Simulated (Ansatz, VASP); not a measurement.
## Two plane-wave programs on FeSi

```xyz
8
Lattice="4.4458 0.0000 0.0000 0.0000 4.4458 0.0000 0.0000 0.0000 4.4458" Properties=species:S:1:pos:R:3 pbc="T T T"
Fe    0.6067    0.6067    0.6067
Fe    1.6162    3.8391    2.8295
Fe    2.8295    1.6162    3.8391
Fe    3.8391    2.8295    1.6162
Si    3.7395    3.7395    3.7395
Si    2.9292    0.7063    1.5166
Si    1.5166    2.9292    0.7063
Si    0.7063    1.5166    2.9292
```

Alike in both runs: functional PBE; k mesh 4 × 4 × 4; occupations gaussian, width 0.1 eV; collinear spin.

Ansatz relaxed the structure, and its values are those at the end. VASP's run is a single point on that final structure, the one shown.

|  | VASP | Ansatz |
| --- | --- | --- |
| version | VASP 6.6.1 | Ansatz 0.2.0 |
| potentials or method | VASP PAW PBE potentials, release 64 (Fe, Si) | scalar-relativistic, plane waves, PAW |
| plane-wave cutoff (eV) | 520 | 420 |
| valence electrons in the cell | 48 | 80 |

|  | VASP | Ansatz | Ansatz less VASP |
| --- | --- | --- | --- |
| gap on the k mesh at the Fermi level (eV) | 0.17 | 0.18 | +0.007 |
| least direct gap on the mesh (eV) | 0.20 | 0.21 | +0.010 |
| pressure (GPa) | 0.4 | 0.2 | -0.15 |
| rms of the force components (eV/Å) | 0.011 | 0.015 | +0.0033 |
| net moment per atom (μB) | 0.00 | 0.00 | 0.000 |

The functional is the same, so the differences come from potentials, cutoffs and numerics. The two sets of potentials don't hold the same shells in valence. Ansatz warned: «seeded_moment_not_kept».
